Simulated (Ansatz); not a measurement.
# SnO2: the band gap up the ladder of functionals

The task here is to estimate one member of a computed series from the others.

Code: Ansatz 0.2.0. PAW datasets, plane waves. (Simulation; spin polarisation is off.)

### The structure to begin with

The cell was relaxed beforehand with r2SCAN.

It is tetragonal, P4_2/mnm (No. 136); conventional cell a = 4.761 Å, c = 3.200 Å, 12.09 Å³ an atom. Near Sn stand 6 O at 2.06–2.07 Å; near O stand 3 Sn at 2.06–2.07 Å.

Structure file:

```cif
data_structure
_symmetry_space_group_name_H-M 'P 1'
_symmetry_Int_Tables_number 1
_cell_length_a 4.7605
_cell_length_b 4.7607
_cell_length_c 3.2000
_cell_angle_alpha 90.000
_cell_angle_beta 90.000
_cell_angle_gamma 90.000
_cell_volume 72.52
loop_
_atom_site_label
_atom_site_type_symbol
_atom_site_fract_x
_atom_site_fract_y
_atom_site_fract_z
_atom_site_occupancy
Sn1 Sn 0.50000 0.50000 0.50000 1
Sn2 Sn 0.00000 0.00000 0.00000 1
O1 O 0.30583 0.30592 0.00000 1
O2 O 0.80583 0.19408 0.50000 1
O3 O 0.19417 0.80592 0.50000 1
O4 O 0.69417 0.69408 0.00000 1
```

The first run:

File input.yaml:

```yaml
crystal:
  lattice:
    - [4.7605168897, 0.0, 0.0]
    - [0.0, 4.760700185, 0.0]
    - [0.0, 0.0, 3.200048941]
  atoms:
    - { symbol: Sn, position: [0.5, 0.5, 0.5] }
    - { symbol: Sn, position: [0.0, 0.0, 0.0] }
    - { symbol: O, position: [0.3058348047, 0.3059224645, 0.0] }
    - { symbol: O, position: [0.8058348047, 0.1940775355, 0.5] }
    - { symbol: O, position: [0.1941651953, 0.8059224645, 0.5] }
    - { symbol: O, position: [0.6941651953, 0.6940775355, 0.0] }
kpoints:
  mp_grid: { grid: [6, 6, 8] }
  band_path:
    path:
      - [[0.0, 0.0, 0.0], [-5.358206606376e-51, 0.50000962562, -1.551778958374e-34], [0.49999037438, 0.50000962562, -4.189344949425e-34], [0.0, 0.0, 0.0], [1.960690944083e-50, 9.391768141976e-51, 0.5], [1.960690944083e-50, 0.50000962562, 0.5], [0.49999037438, 0.50000962562, 0.5], [1.960690944083e-50, 9.391768141976e-51, 0.5]]
      - [[-5.358206606376e-51, 0.50000962562, -1.551778958374e-34], [1.960690944083e-50, 0.50000962562, 0.5]]
      - [[0.49999037438, 0.50000962562, -4.189344949425e-34], [0.49999037438, 0.50000962562, 0.5]]
    npoints: 10
hamiltonian:
  xc: pbe
scf:
  occupations: { method: fermi_dirac, width: 0.02 }
  n_extra_bands: 5
output:
  forces: true
  stress: true
  eigenvalues: true
```

The run is started by

```bash
$ ansatz run input.yaml --threads 4 --pin off --max-ram 6451MiB --backend cpu --events-out ev --progress --plain --runs-dir out
```

Steps of the session up to this table: PBE bands along the symmetry lines; r2SCAN at the same geometry; HSE06 at the same geometry; Single point with PBE+SOC; Single point with PBE0.

One of the session's tables, all rows but one given; the rest of the session is left out.

| level | gap (eV) |
| --- | --- |
| PBE | 1.10 |
| r2SCAN | 1.77 |
| HSE06 | 2.84 |
| PBE+SOC | 1.10 |
| PBE0 | ? |

**Question.** Estimate the row for PBE0.

**Answer.** gap (eV): 3.56. In the column «gap (eV)» it is the highest.

Meshes: PBE 6×6×8, r2SCAN 6×6×8, HSE06 4×4×4, PBE+SOC 6×6×8, PBE0 4×4×4

What this shows: The gap runs from 1.10 eV (PBE) to 3.56 eV (PBE0). Against HSE06, PBE is short by 1.74 eV, at 39 % of it, and r2SCAN 62 %. PBE0 lies 0.72 eV above HSE06, which differs from it by screening the long-range exchange.

Limits of these values: Warnings in the runs' records: stress exchange threshold loose, stress scf threshold loose.
